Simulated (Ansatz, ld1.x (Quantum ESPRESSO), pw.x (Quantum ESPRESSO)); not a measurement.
## pw.x on diamond H: one setting changed

Potential: norm-conserving Troullier–Martins (Kleinman–Bylander form), ld1.x (Quantum ESPRESSO) 7.5, PBE; core none, reference 1s1; waves: 1s (bound): rc 1.45 bohr; 2p channel at 0.2 Ry: rc 1.20 bohr; local part: all-electron potential smoothed inside 0.95 bohr (lloc = -1); core correction: none.

The reference run (k-mesh 15³, cutoffs 40/160 Ry, Fermi–Dirac 0.01 Ry, mixing_beta 0.4, conv_thr 1e-9, no spin) gives -0.46 GPa at 3.427 Å³/atom, where all-electron LAPW gives -0.21 GPa. This run, with its own iteration cap, changes conv_thr to 0.0001.

```
&control
  calculation='scf', prefix='x', pseudo_dir='./', outdir='./tmp', tstress=.true., disk_io='none'
/
&system
  ibrav=0, nat=2, ntyp=1, ecutwfc=40, ecutrho=160, nbnd=8,
  occupations='smearing', smearing='fd', degauss=0.01
/
&electrons
  conv_thr=0.0001, mixing_beta=0.4, electron_maxstep=60
/
ATOMIC_SPECIES
H 1.0 H.UPF
CELL_PARAMETERS angstrom
  0.00000000 1.50766447 1.50766447
  1.50766447 0.00000000 1.50766447
  1.50766447 1.50766447 0.00000000
ATOMIC_POSITIONS crystal
H 0.0000 0.0000 0.0000
H 0.2500 0.2500 0.2500
K_POINTS automatic
15 15 15 0 0 0
```

```bash
pw.x < H.scf.in > H.scf.out
```

Task: How does the run end?

Result: It converges in 3 iterations; the free energy moves by +0.0 meV/atom and the pressure by +0.03 GPa. The result is that of the reference run.

```
Message from routine setup:
     using ibrav=0 with symmetry is DISCOURAGED, use correct ibrav instead
     lattice parameter (alat)  =       4.0292  a.u.
     unit-cell volume          =      46.2531 (a.u.)^3
     number of electrons       =         2.00
     number of Kohn-Sham states=            8
     kinetic-energy cutoff     =      40.0000  Ry
     charge density cutoff     =     160.0000  Ry
     scf convergence threshold =      1.0E-04
     Exchange-correlation= PBE
     number of k points=   120  Fermi-Dirac smearing, width (Ry)=  0.0100
     iteration #  1     ecut=    40.00 Ry     beta= 0.40
     total energy              =      -2.21467127 Ry
     estimated scf accuracy    <       0.00512460 Ry
     iteration #  2     ecut=    40.00 Ry     beta= 0.40
     total energy              =      -2.21502928 Ry
     estimated scf accuracy    <       0.00184817 Ry
     iteration #  3     ecut=    40.00 Ry     beta= 0.40
     the Fermi energy is     2.5756 ev
!    total energy              =      -2.21506092 Ry
     estimated scf accuracy    <       0.00000132 Ry
     smearing contrib. (-TS)   =      -0.00031842 Ry
     The total energy is F=E-TS. E is the sum of the following terms:
     one-electron contribution =       0.89537914 Ry
     hartree contribution      =       0.12376130 Ry
     xc contribution           =      -1.34316332 Ry
     ewald contribution        =      -1.89071962 Ry
     convergence has been achieved in   3 iterations
          total   stress  (Ry/bohr**3)                   (kbar)     P=       -4.30
     Message from routine punch:
     Nothing written, as per user request (disk_io='none')
```

The run took about 1.4 s on one core of a shared host (Intel(R) Xeon(R) 6975P-C, 192 threads, 1512 GiB, load 53).
